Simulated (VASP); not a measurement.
# Sr (Im-3m) in VASP: notebook

Runs on Sr. Level: BLYP. Tasks: single point.

Program: VASP 6.6.1. These are calculated values, not measurements. Logs are shortened: lines on timing, memory, paths and dates and some standing lists are left out, and cuts for length are marked.

## Step 1: Starting point

The structure is cubic, space group Im-3m (No. 229). The conventional cell has a = 4.808 Å, b = 4.808 Å, c = 4.808 Å, α = 90.00°, β = 90.00°, γ = 90.00°. Sr (site symmetry m-3m) is surrounded by 8 Sr at 4.16 Å.

This isn't the form of Sr at room conditions, which is fcc.

## Step 2: Single point, BLYP

Input file INCAR:

```
SYSTEM = Sr
AGGAC = 1.0 ; AGGAX = 1.0
ALDAC = 0.0 ; ALDAX = 1.0
ALGO = Fast ; EDIFF = 1E-7
ENCUT = 520 ; GGA = B5
ISIF = 2 ; ISMEAR = -1
LASPH = .TRUE. ; LCHARG = .TRUE.
LELF = .TRUE. ; LREAL = .FALSE.
LVHAR = .TRUE. ; LWAVE = .FALSE.
NBANDS = 11 ; NELM = 100
PREC = Accurate ; SIGMA = 0.1
```

Input file KPOINTS:

```
k-points
0
G
  15 15 15
  0 0 0
```

Input file POSCAR:

```
Sr
1.0
   -2.4037901702      2.4037901702      2.4037901702
    2.4037901702     -2.4037901702      2.4037901702
    2.4037901702      2.4037901702     -2.4037901702
Sr
1
Direct
    0.0000000000      0.0000000000      0.0000000000
```

Potentials or basis: VASP PAW PBE potentials, release 64 (Sr_sv).

On the command line:

```console
> cat potpaw_PBE.64/Sr_sv/POTCAR > POTCAR
> mpirun -np 1 vasp_std > vasp.out
```

OUTCAR:

```text
SYSTEM = Sr
   EDIFF = 1E-7
   ENCUT = 520
   GGA = B5
   ISIF = 2
   ISMEAR = -1
   LASPH = .TRUE.
   LREAL = .FALSE.
   NELM = 100
   PREC = Accurate

 ion  position               nearest neighbor table
   1  0.000  0.000  0.000-

  LATTYP: Found a body centered cubic cell.
 ALAT       =     4.8075803404

  Lattice vectors:

 A1 = (  -2.4037901702,   2.4037901702,   2.4037901702)
 A2 = (   2.4037901702,  -2.4037901702,   2.4037901702)
 A3 = (   2.4037901702,   2.4037901702,  -2.4037901702)

Analysis of symmetry for initial positions (statically):
=====================================================================
 Subroutine PRICEL returns:
 Original cell was already a primitive cell.

 Routine SETGRP: Setting up the symmetry group for a
 body centered cubic supercell.

 Subroutine GETGRP returns: Found 48 space group operations
 (whereof 48 operations were pure point group operations)
 out of a pool of 48 trial point group operations.

The static configuration has the point symmetry O_h .

Analysis of symmetry for dynamics (positions and initial velocities):
=====================================================================
 Subroutine PRICEL returns:
 Original cell was already a primitive cell.

 Routine SETGRP: Setting up the symmetry group for a
 body centered cubic supercell.

 Subroutine GETGRP returns: Found 48 space group operations
 (whereof 48 operations were pure point group operations)
 out of a pool of 48 trial point group operations.

The dynamic configuration has the point symmetry O_h .

 Subroutine INISYM returns: Found 48 space group operations
 (whereof 48 operations are pure point group operations),
 and found     1 'primitive' translations

----------------------------------------------------------------------------------------

                                     Primitive cell

  volume of cell :      55.5584

  direct lattice vectors                    reciprocal lattice vectors
    -2.403790170  2.403790170  2.403790170     0.000000000  0.208004844  0.208004844
     2.403790170 -2.403790170  2.403790170     0.208004844  0.000000000  0.208004844
     2.403790170  2.403790170 -2.403790170     0.208004844  0.208004844  0.000000000

  length of vectors
     4.163486706  4.163486706  4.163486706     0.294163272  0.294163272  0.294163272

  position of ions in fractional coordinates (direct lattice)
     0.000000000  0.000000000  0.000000000

  ion indices of the primitive-cell ions
   primitive index   ion index
                 1           1

----------------------------------------------------------------------------------------

 KPOINTS: k-points

Automatic generation of k-mesh.
 Grid dimensions read from file:
 generate k-points for:   15   15   15

 Generating k-lattice:

  Cartesian coordinates                     Fractional coordinates (reciprocal lattice)
     0.000000000  0.013866990  0.013866990     0.066666667  0.000000000  0.000000000
     0.013866990  0.000000000  0.013866990     0.000000000  0.066666667  0.000000000
     0.013866990  0.013866990  0.000000000     0.000000000  0.000000000  0.066666667

  Length of vectors
     0.019610885  0.019610885  0.019610885

  Shift w.r.t. Gamma in fractional coordinates (k-lattice)
     0.000000000  0.000000000  0.000000000

 Subroutine IBZKPT returns following result:
 ===========================================

 Found    120 irreducible k-points:

 Following reciprocal coordinates:
            Coordinates               Weight
  0.000000  0.000000  0.000000      1.000000
  0.066667  0.000000  0.000000     12.000000
  0.133333  0.000000  0.000000     12.000000
  0.200000  0.000000  0.000000     12.000000
  0.266667  0.000000  0.000000     12.000000
  0.333333  0.000000  0.000000     12.000000
[... 16 lines left out ...]
  0.333333  0.200000  0.000000     48.000000
  0.400000  0.200000  0.000000     24.000000
 [... further k-points ...]
   k-points           NKPTS =    120   k-points in BZ     NKDIM =    120   number of bands    NBANDS=     11
   number of dos      NEDOS =    301   number of ions     NIONS =      1
   total plane-waves  NPLWV =  32768
   dimension x,y,z NGX =    32 NGY =   32 NGZ =   32
   dimension x,y,z NGXF=    64 NGYF=   64 NGZF=   64
   ions per type =               1
   NGX,Y,Z   is equivalent  to a cutoff of  12.78, 12.78, 12.78 a.u.
   NGXF,Y,Z  is equivalent  to a cutoff of  25.55, 25.55, 25.55 a.u.
 SYSTEM =  Sr
   PREC   = accura    normal or accurate (medium, high low for compatibility)
   ISTART =      0    job   : 0-new  1-cont  2-samecut
   ICHARG =      2    charge: 1-file 2-atom 10-const
   ISPIN  =      1    spin polarized calculation?
   LNONCOLLINEAR =      F non collinear calculations
   LSORBIT =      F    spin-orbit coupling
   LASPH  =      T    aspherical Exc in radial PAW
   ENCUT  =  520.0 eV  38.22 Ry    6.18 a.u.   7.74  7.74  7.74*2*pi/ulx,y,z
   NELM   =    100;   NELMIN=  2; NELMDL= -5     # of ELM steps
   EDIFF  = 0.1E-06   stopping-criterion for ELM
   LREAL  =      F    real-space projection
   EDIFFG = 0.1E-05   stopping-criterion for IOM
   NSW    =      0    number of steps for IOM
   IBRION =     -1    ionic relax: 0-MD 1-quasi-New 2-CG
   NFREE  =      0    steps in history (QN), initial steepest desc. (CG)
   ISIF   =      2    stress and relaxation
   ISYM   =      2    0-nonsym 1-usesym 2-fastsym
   POTIM  = 0.5000    time-step for ionic-motion
   TEBEG  =    0.0;   TEEND  =   0.0 temperature during run
   PSTRESS=    0.0 pullay stress
   NELECT =      10.0000    total number of electrons
   NUPDOWN=      -1.0000    fix difference up-down
   EMIN   =  10.00;   EMAX   =-10.00  energy-range for DOS
   EFERMI =   0.00;   METHOD = LEGACY
   ISMEAR =    -1;   SIGMA  =   0.10  broadening in eV -4-tet -1-fermi 0-gaus
   EFERMI_NEDOS =   21; number of points for ismear=-14 and -15
   IALGO  =     68    algorithm
   IMIX   =      4    mixing-type and parameters
     AMIX     =   0.40;   BMIX     =  1.00
     AMIX_MAG =   1.60;   BMIX_MAG =  1.00
  volume/ion in A,a.u.               =      55.56       374.93
  Fermi-wavevector in a.u.,A,eV,Ry     =   0.924326  1.746722 11.624514  0.854378
  Thomas-Fermi vector in A             =   2.050059
   LORBIT       =      0    0 simple, 1 ext, 2 COOP (PROOUT), +10 PAW based schemes
   GGA     = B5    functional components
   LHFCALC =     F    Hartree Fock is set to
   AEXX    =    0.0000 exact exchange contribution
   IVDW    =     0    specifies the selected vdW correction
   LEPSILON=     F    determine dielectric tensor
   LRPA    =     F    only Hartree local field effects (RPA)
 non-spin polarized calculation
 RMM-DIIS sequential band-by-band and
  energy-cutoff  :      520.00
  volume of cell :       55.56
 maximum number of plane-waves:      1511
   NGX = 15   NGY = 15   NGZ = 15

 number of electron      10.0000000 magnetization

 Free energy of the ion-electron system (eV)
  ---------------------------------------------------
  ext. energy  EPLUGINS =         0.00000000
  ---------------------------------------------------
  free energy    TOTEN  =        -0.94711957 eV

  energy without entropy =       -0.90457381  energy(sigma->0) =       -0.92584669

 E-fermi :   1.9973     XC(G=0):  -6.8690

 val. band max:        1.9948247680   @ k =  -0.4667  -0.4667   0.2667
 cond. band min:       2.0407296156   @ k =   0.2667   0.2000   0.2000
 fundamental gap:      0.0459048476
 Fermi energy:         1.9973219898

 k-point     1 :       0.0000    0.0000    0.0000
  band No.  band energies     occupation
      1     -34.7124      2.00000
      2     -16.6623      2.00000
      3     -16.6623      2.00000
      4     -16.6623      2.00000
      5      -1.5825      2.00000
      6       4.1961      0.00000
      7       4.1961      0.00000
      8       4.1961      0.00000
      9       5.4633      0.00000
     10       5.4633      0.00000
     11      10.1688      0.00000

 k-point     2 :       0.0667    0.0000    0.0000
  band No.  band energies     occupation
      1     -34.7118      2.00000
      2     -16.6708      2.00000
      3     -16.6651      2.00000
      4     -16.6623      2.00000
      5      -1.5069      2.00000
      6       4.1330      0.00000
      7       4.1580      0.00000
      8       4.2680      0.00000
      9       5.3674      0.00000
     10       5.4613      0.00000
     11      10.2762      0.00000

 k-point     3 :       0.1333    0.0000    0.0000
  band No.  band energies     occupation
      1     -34.7100      2.00000
      2     -16.6946      2.00000
      3     -16.6730      2.00000
      4     -16.6623      2.00000
      5      -1.2846      2.00000
      6       3.9665      0.00000
      7       3.9970      0.00000
      8       4.4816      0.00000
      9       5.2138      0.00000
     10       5.4637      0.00000
     11      10.3757      0.00000

 k-point     4 :       0.2000    0.0000    0.0000
  band No.  band energies     occupation
      1     -34.7073      2.00000
      2     -16.7294      2.00000
      3     -16.6845      2.00000
      4     -16.6623      2.00000
      5      -0.9299      2.00000
      6       3.6740      0.00000
      7       3.7469      0.00000
      8       4.8304      0.00000
      9       5.1819      0.00000
     10       5.4889      0.00000
     11      10.2276      0.00000
[... 239 lines left out ...]
 k-point    22 :       0.2667    0.2000    0.0000
  band No.  band energies     occupation
      1     -34.6986      2.00000
      2     -16.8165      2.00000
      3     -16.7317      2.00000
      4     -16.6796      2.00000
      5       0.7418      1.99999
      6       2.6358      0.00337
      7       3.0560      0.00005
      8       5.2284      0.00000
      9       5.7496      0.00000
     10       6.4852      0.00000
     11       7.6105      0.00000

 k-point    23 :       0.3333    0.2000    0.0000
  band No.  band energies     occupation
      1     -34.6971      2.00000
      2     -16.8262      2.00000
      3     -16.7458      2.00000
      4     -16.6807      2.00000
      5       1.2393      1.99898
      6       2.3978      0.03580
      7       2.9187      0.00020
      8       5.2440      0.00000
      9       5.7778      0.00000
     10       6.7707      0.00000
     11       7.2867      0.00000

 k-point    24 :       0.4000    0.2000    0.0000
  band No.  band energies     occupation
      1     -34.6966      2.00000
      2     -16.8292      2.00000
      3     -16.7511      2.00000
      4     -16.6811      2.00000
      5       1.4936      1.98710
      6       2.2589      0.13632
      7       2.8614      0.00035
      8       5.2001      0.00000
      9       5.8716      0.00000
     10       6.6508      0.00000
     11       7.4170      0.00000

 [... further k-points ...]

------------------------ aborting loop because EDIFF is reached ----------------------------------------

  FORCE on cell =-STRESS in cart. coord.  units (eV):
  Direction    XX          YY          ZZ          XY          YZ          ZX
  --------------------------------------------------------------------------------------
  -------------------------------------------------------------------------------------
  Total        0.0010951      0.0010951      0.0010951     -0.0000000     -0.0000000      0.0000000
  in kB        0.0315788      0.0315788      0.0315788     -0.0000000     -0.0000000      0.0000000
  external PRESSURE =       0.0315788 kB  Pullay stress =       0.0000000 kB

 VOLUME and BASIS-vectors are now :
 -----------------------------------------------------------------------------
  energy-cutoff  :      520.00
  volume of cell :       55.56
      direct lattice vectors                 reciprocal lattice vectors
    -2.403790170  2.403790170  2.403790170     0.000000000  0.208004844  0.208004844
     2.403790170 -2.403790170  2.403790170     0.208004844  0.000000000  0.208004844
     2.403790170  2.403790170 -2.403790170     0.208004844  0.208004844  0.000000000

 POSITION                                       TOTAL-FORCE (eV/Angst)
 -----------------------------------------------------------------------------------
      0.00000      0.00000      0.00000        -0.000000      0.000000      0.000000
 -----------------------------------------------------------------------------------
    total drift:                               -0.000000      0.000000     -0.000000

  FREE ENERGIE OF THE ION-ELECTRON SYSTEM (eV)
  ---------------------------------------------------
  free  energy   TOTEN  =        -0.9471195694 eV

  energy  without entropy=       -0.9045738075  energy(sigma->0) =       -0.92584669
```

Wall time 2.8 min (1 thread of AMD EPYC 7R43 (Zen 3), shared host); peak memory 0.19 GiB.

Results:

| Item | Value |
| --- | --- |
| Free energy | -0.9471 eV |
| Pressure | 0.0 GPa |
| Band gap on the k mesh | none (metal or under the smearing width) |

Caveat: the PAW data sets were made with another functional, which shifts forces and pressure a little.

## Step 3: Single point, BLYP

This run uses another cell than the first one, of 57.78 Å³/atom, 1.040 times its volume.

Input file INCAR:

```
  AGGAC = 1.0
  AGGAX = 1.0
  ALDAC = 0.0
  ALDAX = 1.0
  ALGO = Normal
  EDIFF = 1E-7
  ENCUT = 520
  GGA = B5
  ISIF = 2
  ISMEAR = -1
  LASPH = T
  LCHARG = F
  LREAL = F
  LWAVE = F
  NBANDS = 11
  NELM = 60
  PREC = Accurate
  SIGMA = 0.1
```

Input file KPOINTS:

```
k-points
0
Gamma
  11 11 11
```

Input file POSCAR:

```
Sr
1.0
   -2.4354226157      2.4354226157      2.4354226157
    2.4354226157     -2.4354226157      2.4354226157
    2.4354226157      2.4354226157     -2.4354226157
Sr
1
Direct
    0.0000000000      0.0000000000      0.0000000000
```

Potentials or basis: VASP PAW PBE potentials, release 64 (Sr_sv).

On the command line:

```console
> cat potpaw_PBE.64/Sr_sv/POTCAR > POTCAR
> mpirun -np 1 vasp_std > vasp.out
```

Wall time 63 s (1 thread of AMD EPYC 7R43 (Zen 3), shared host); peak memory 0.16 GiB.

The run converged. Its results:

* Free energy: -0.9445 eV
* Pressure: -0.4 GPa
* Band gap on the k mesh: none (metal or under the smearing width)

Levels at points of the mesh, in eV from the Fermi level:
| k point | band 1 | band 2 | band 3 | band 4 | band 5 | band 6 | band 7 | band 8 | band 9 | band 10 |
| --- | --- | --- | --- | --- | --- | --- | --- | --- | --- | --- |
| (0.00, 0.00, 0.00) | -36.79 | -18.74 | -18.74 | -18.74 | -3.53 | 2.14 | 2.14 | 2.14 | 3.37 | 3.37 |

Caveat: the PAW data sets were made with another functional, which shifts forces and pressure a little.

## Step 4: Single point, BLYP

This run uses another cell than the first one, of 51.11 Å³/atom, 0.920 times its volume.

Input file INCAR:

```
  PREC = Accurate
  ENCUT = 520
  EDIFF = 1E-7
  ISMEAR = -1
  SIGMA = 0.1
  LREAL = False
  LASPH = True
  NELM = 100
  ALGO = Normal
  ISIF = 2
  LWAVE = False
  LCHARG = False
  GGA = B5
  ALDAX = 1.0
  AGGAX = 1.0
  AGGAC = 1.0
  ALDAC = 0.0
  NBANDS = 11
```

Input file KPOINTS:

```
Automatic mesh
0
Gamma
  11 11 11
```

Input file POSCAR:

```
Sr
1.0
   -2.3378994601      2.3378994601      2.3378994601
    2.3378994601     -2.3378994601      2.3378994601
    2.3378994601      2.3378994601     -2.3378994601
Sr
1
Direct
    0.0000000000      0.0000000000      0.0000000000
```

On the command line:

```console
> cat potpaw_PBE.64/Sr_sv/POTCAR > POTCAR
> mpirun -np 1 vasp_std > vasp.out
```

Wall time 65 s (1 thread of AMD EPYC 7R43 (Zen 3), shared host); peak memory 0.14 GiB.

The run converged. Its results:

| Quantity | Value |
| --- | --- |
| Free energy | -0.9330 eV |
| Pressure | 1.0 GPa |
| Band gap on the k mesh | none (metal or under the smearing width) |

Levels at points of the mesh, in eV from the Fermi level:
```tsv
k point	band 2	band 3	band 4	band 5	band 6	band 7	band 8	band 9
(0.00, 0.00, 0.00)	-18.46	-18.46	-18.46	-3.67	2.33	2.33	2.33	3.69
```

Caveat: the PAW data sets were made with another functional, which shifts forces and pressure a little.

## Step 5: Overview

| cell | k mesh | gap on the mesh (eV) | pressure (GPa) |
| --- | --- | --- | --- |
| Im-3m, 55.56 Å³/atom | 15 × 15 × 15 | none | 0.0 |
| Im-3m, 57.78 Å³/atom | 11 × 11 × 11 | none | -0.4 |
| Im-3m, 51.11 Å³/atom | 11 × 11 × 11 | none | 1.0 |

Alike in all rows: task single point; level BLYP; potentials or basis VASP PAW PBE potentials, release 64 (Sr_sv); no spin polarisation; cutoff (eV) 520; smearing fermi-dirac 0.1 eV.

Every run on the cell as given and a fine mesh finds a metal.

Caveats: the PAW data sets were made with another functional, which shifts forces and pressure a little.

Absolute energies hang on the potentials; compare differences alone.
